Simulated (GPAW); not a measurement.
# SiNi (Pmmn) in GPAW: single point with PBEsol

Aim: the single point of SiNi with PBEsol.

All numbers are computed with GPAW 26.7.0; they aren't measurements. Logs are shortened: lines on timing, memory, paths and dates and some standing lists are left out, and cuts for length are marked. The log counts tension as positive stress, the text compression.

### Step 1. The undisturbed crystal

It takes space group Pmmn (No. 59, orthorhombic). The conventional cell has a = 2.943 Å, b = 3.280 Å, c = 4.677 Å, α = 90.00°, β = 90.00°, γ = 90.00°. Ni (site symmetry mm2) has 6 Si at 2.34 to 2.37 Å and 4 Ni at 2.65 Å as nearest neighbours. Around Si (site symmetry mm2) lie 6 Ni at 2.34 to 2.37 Å and 4 Si at 2.65 Å.

The cell is a database's computed one.

### Step 2. Single point, PBEsol, collinear spin, ferromagnetic start (atoms moved at random, drawn with an rms of 0.05 Å)

Contents of run.py:

```python
from ase import Atoms
from ase.dft.bandgap import bandgap
from ase.io import write
from ase.units import GPa
from ase.parallel import parprint
from gpaw import GPAW, PW, setup_paths

setup_paths.insert(0, '.')

atoms = Atoms(['Ni', 'Ni', 'Si', 'Si'],
              cell=[[2.94277066, 0.0, 0.0],
                    [0.0, 3.28032554, 0.0],
                    [0.0, 0.0, 4.67744676]],
              scaled_positions=[[0.492306, 0.499071, 0.338627],
                                [-0.003032, -0.008898, 0.654106],
                                [0.501156, 0.509257, 0.844852],
                                [-0.007736, 0.001457, 0.154278]],
              pbc=True)
atoms.set_initial_magnetic_moments([1.0, 1.0, 0.0, 0.0])

calc = GPAW(mode=PW(600),
            xc='PBEsol',
            kpts={'size': (9, 8, 6), 'gamma': True},
            occupations={'name': 'fermi-dirac', 'width': 0.05},
            nbands=36,
            convergence={'density': 1e-05, 'energy': 1e-05},
            maxiter=150,
            txt='gpaw.txt')
atoms.calc = calc
energy = atoms.get_potential_energy()
forces = atoms.get_forces()
stress = atoms.get_stress()
calc.write('gs.gpw')
write('result.traj', atoms)
parprint(f'Energy: {energy:.6f} eV')
parprint('Forces (eV/A):')
parprint(forces.round(4))
parprint('Stress (GPa):', (stress / GPa).round(3))
parprint('Moments:', calc.get_magnetic_moments().round(3))
parprint('Fermi level:', round(calc.get_fermi_level(), 4), 'eV')
parprint(f'Gap: {bandgap(calc)[0]:.4f} eV, direct: {bandgap(calc, direct=True)[0]:.4f} eV')
```

Potentials or basis: PAW data sets generated in the run's folder for this functional, pw.

The run is started by

```bash
$ gpaw-setup -f PBEsol Ni Si
$ OMP_NUM_THREADS=1 mpirun -n 4 gpaw python run.py
```

gpaw.txt:

```text
__  _  _
 | _ |_)|_||  |
 |__||  | ||/\| - 26.7.0

Input parameters:
  mode=PW(ecut=600.0),
  convergence={'density': 1e-05, 'energy': 1e-05},
  kpts=MonkhorstPack(size=(9, 8, 6), gamma=True),
  maxiter=150,
  nbands=36,
  occupations=Occupations(name='fermi-dirac', width=0.05),
  xc=XC(name='PBEsol')

Diagonalizing LCAO Hamiltonian
Converting LCAO to pw mode
   .------.
  /|      |
 * |  Si  Ni
 | |      |
 | |      |
 | | Ni   |
 | .------.
 |/     Si
 *------*

Atoms  # Å, Bohr magnetons
|   | symbol |         x |         y |        z |    initial magnetic moments |
|---|--------|-----------|-----------|----------|-----------------------------|
| 0 |     Ni |  1.448744 |  1.637115 | 1.583910 | ( 0.0000,  0.0000,  1.0000) |
| 1 |     Ni | -0.008922 | -0.029188 | 3.059546 | ( 0.0000,  0.0000,  1.0000) |
| 2 |     Si |  1.474787 |  1.670529 | 3.951750 | ( 0.0000,  0.0000,  0.0000) |
| 3 |     Si | -0.022765 |  0.004779 | 0.721627 | ( 0.0000,  0.0000,  0.0000) |

Unit cell  # Å
| periodic |        x |        y |        z |  lengths |    angles |
|----------|----------|----------|----------|----------|-----------|
|      yes | 2.942771 | 0.000000 | 0.000000 | 2.942771 | 90.000000 |
|      yes | 0.000000 | 3.280326 | 0.000000 | 3.280326 | 90.000000 |
|      yes | 0.000000 | 0.000000 | 4.677447 | 4.677447 | 90.000000 |

Number of symmetries: 1
Symmetry operations  # r_c * U_cc + t_c -> r_c
|   | kind |            matrix            |
|---|------|------------------------------|
| 0 |  E   |  1, 0, 0,  0, 1, 0,  0, 0, 1 |

BZ-sampling:
  Number of BZ points: 432
  Number of IBZ points: 218

  Monkhorst-Pack size: [9, 8, 6]
  Monkhorst-Pack shift: [0.0, 0.0625, 0.08333333333333333]

K-points  # in reciprocal-cell coordinates
|     |                                coordinates |     weight |
|-----|--------------------------------------------|------------|
|   0 | (  0.00000000,   0.00000000,   0.00000000) | 0.00231481 |
|   1 | (  0.00000000,   0.00000000,   0.16666667) | 0.00462963 |
|   2 | (  0.00000000,   0.00000000,   0.33333333) | 0.00462963 |
|   3 | (  0.00000000,   0.00000000,   0.50000000) | 0.00231481 |
|   4 | (  0.00000000,   0.12500000,  -0.33333333) | 0.00462963 |
|   5 | (  0.00000000,   0.12500000,  -0.16666667) | 0.00462963 |
|   6 | (  0.00000000,   0.12500000,   0.00000000) | 0.00462963 |
|   7 | (  0.00000000,   0.12500000,   0.16666667) | 0.00462963 |
|   8 | (  0.00000000,   0.12500000,   0.33333333) | 0.00462963 |
|   9 | (  0.00000000,   0.12500000,   0.50000000) | 0.00462963 |
| ... |                                            |            |
| 217 | (  0.44444444,   0.50000000,   0.50000000) | 0.00462963 |

Plane wave coefficients: 1531
Cutoff: 600.0 eV

Spin-components: 2 (collinear spins)
Bands:           36
Projectors:      22
Spin-degeneracy: 1
Datatype:        complex128

Parallelization:
  kpt:    4
  domain: 1
  band:   1

Density:
  Valence electrons: 40.0
  Components: 2
  Grid points: [18 20 27]
  Charge: 0.0  # |e|

Potential:
  Grid points: [18 20 27]

species:
  Ni:
    name:    Nickel
    Z:       28.0
    valence: 16
    core:    12
    charge:  0.0  # [|e|]
    compensation charges:
      type: gauss
      rc: 0.36  # [Å]
      lmax: 2
    cutoffs:
      filter: 2.14  # [Å]
      core: 1.98  # [Å]
    projectors
    | kind |    occ | energy [eV] | rcut [Å] |
    |------|--------|-------------|----------|
    |   4s |  2.000 |      -5.661 |    1.164 |
    |   3p |  6.000 |     -71.261 |    1.207 |
    |   4p |  0.000 |      -1.193 |    1.207 |
    |   3d |  8.000 |      -8.901 |    1.138 |
    |    s |        |      21.550 |    1.164 |
    |    d |        |      18.310 |    1.138 |

    Using partial waves for Ni as LCAO basis

  Si:
    name:    Silicon
    Z:       14.0
    valence: 4
    core:    10
    charge:  0.0  # [|e|]
    compensation charges:
      type: gauss
      rc: 0.33  # [Å]
      lmax: 2
    cutoffs:
      filter: 1.86  # [Å]
      core: 2.06  # [Å]
    projectors
    | kind |    occ | energy [eV] | rcut [Å] |
    |------|--------|-------------|----------|
    |   3s |  2.000 |     -10.768 |    1.058 |
    |   3p |  2.000 |      -4.057 |    1.058 |
    |    s |        |      16.444 |    1.058 |
    |    p |        |      23.155 |    1.058 |
    |    d |        |       0.000 |    1.058 |

    Using partial waves for Si as LCAO basis

Reference energy: -98408.571081  # eV

eigensolver:
  PPCG
  Converge bands: occupied
  niter=2

density mixing:
  MSR1-Mixer
  Pratt-step length: 0.05
  Maximum mixing coefficient: 0.75
  Old densities: 10
  SVD Regularization: 0.005
  Good broyden scale: 1.0
  Trust region scale: 1.0
  Backstep threshold: 4.0
  History deletion threshold: 6.0
  Fourier metric: weight=20.0, sigma=0.015

occupation numbers:
  Fermi-Dirac:
    width: 0.0500  # eV

poisson solver:
  ecut: 4800.0  # eV

xc functional:
  name: PBEsol with 2 nearest neighbor stencil

convergence criteria:
- Maximum integral of absolute [dens]ity change: 1e-05 electrons / valence electron
- Maximum [total energy] change in last 3 cyles: 1e-05 eV / valence electron
- Maximum integral of absolute [eigenst]ate change: 4e-08 eV^2 / valence electron
maximum number of iterations: 150

SCF iterations
|iter     | |      energy | eigst |  dens |  magmom |
|---------|-|-------------|-------|-------|---------|
|iter:   1| |  -29.248904 | +0.72 |       |  +2.0025|
|iter:   2| |  -29.210848 | -1.13 | -1.01 |  +1.9149|
|iter:   3| |  -29.271416 | -2.33 | -1.09 |  +1.4233|
|iter:   4| |  -29.412948 | -2.26 | -1.25 |  +0.7095|
|iter:   5| |  -29.544099 | -2.76 | -1.63 |  +0.2106|
|iter:   6| |  -29.499277 | -3.09 | -1.74 |  +0.0939|
|iter:   7| |  -29.492520 | -3.64 | -1.97 |  -0.0009|
|iter:   8| |  -29.492871 | -4.61 | -2.44 |  -0.0248|
|iter:   9| |  -29.492956 | -5.30 | -2.71 |  -0.0064|
|iter:  10| |  -29.492959c| -6.20 | -3.27 |  -0.0014|
|iter:  11| |  -29.492957c| -7.16 | -3.89 |  -0.0011|
|iter:  12| |  -29.492957c| -8.34c| -4.25 |  -0.0005|
|iter:  13| |  -29.492957c| -7.92c| -4.53 |  -0.0000|
|iter:  14| |  -29.492957c| -8.44c| -5.26c|  -0.0000|

Converged in 14 steps
Energy contributions relative to reference atoms: (reference = -98408.571081)

Energy contributions:
  Kinetic:          25.049083
  Coulomb:         -15.841136
  Zero:              0.092462
  External:          0.000000
  Xc:              -38.789237
  Entropy:          -0.008261
  Spinorbit:         0.000000
  ----------------------------
  Free energy:     -29.497088
  Extrapolated:    -29.492957

dipole moment: (12.169692, -0.571985, -0.040024)  # |e|*Ang

Total magnetic moment: (0.000000, 0.000000, -0.000005)

Local magnetic moments
|        x |        y |         z |
|----------|----------|-----------|
| 0.000000 | 0.000000 | -0.000016 |  # Ni   0
| 0.000000 | 0.000000 |  0.000005 |  # Ni   1
| 0.000000 | 0.000000 |  0.000004 |  # Si   2
| 0.000000 | 0.000000 |  0.000005 |  # Si   3

Fermi level: 10.799
Eigenvalues  # (at kpt = [0.000, 0.000, 0.000])
| band index |      eig [eV] | occ [0-1] |      eig [eV] | occ [0-1] |
|------------|---------------|-----------|---------------|-----------|
|          0 |       -53.662 |     1.000 |       -53.662 |     1.000 |
|        ... |               |           |               |           |
|         12 |         7.866 |     1.000 |         7.866 |     1.000 |
|         13 |         7.876 |     1.000 |         7.876 |     1.000 |
|         14 |         8.002 |     1.000 |         8.002 |     1.000 |
|         15 |         8.046 |     1.000 |         8.046 |     1.000 |
|         16 |         8.423 |     1.000 |         8.423 |     1.000 |
|         17 |         8.761 |     1.000 |         8.761 |     1.000 |
[... 8 lines left out ...]
|         26 |        18.673 |     0.000 |        18.673 |     0.000 |
|         27 |        19.621 |     0.000 |        19.621 |     0.000 |
|        ... |               |           |               |           |
|         35 |        28.636 |     0.000 |        28.629 |     0.000 |

No gap
No difference between direct/indirect transitions

Forces  # eV/Ang
|        x |        y |        z |
|----------|----------|----------|
|  0.05261 | -0.02411 |  0.27515 |  # Ni   0
|  0.00211 |  0.38021 |  0.01884 |  # Ni   1
| -0.10601 | -0.37156 | -0.41950 |  # Si   2
|  0.05128 |  0.01546 |  0.12553 |  # Si   3

Stress tensor  # eV/Ang^3
|         x |         y |         z |
|-----------|-----------|-----------|
| -0.017054 | -0.000507 | -0.001145 |
| -0.000507 | -0.015973 |  0.000855 |
| -0.001145 |  0.000855 | -0.009715 |

# Writing to gs.gpw (mode='')
```

Wall time 3.1 min (4 MPI ranks of Intel Xeon Platinum 8375C at 2.90GHz (Ice Lake), shared host); peak memory 0.29 GiB.

What came out:

* Free energy: -29.4971 eV
* Pressure: 2.3 GPa
* Largest force: 0.570 eV/Å
* Band gap on the k mesh: none (metal or under the smearing width)
* Net moment: 0.00 μB per cell

Forces on the atoms (eV/Å):
```
Ni   0.053 -0.024  0.275
Ni   0.002  0.380  0.019
Si  -0.106 -0.372 -0.420
Si   0.051  0.015  0.126
```

Stress tensor (GPa, compression positive):
```
 2.73  0.08  0.18
 0.08  2.56 -0.14
 0.18 -0.14  1.56
```

Caveat: the stock nickel data set gives pressures a few GPa off other programs.
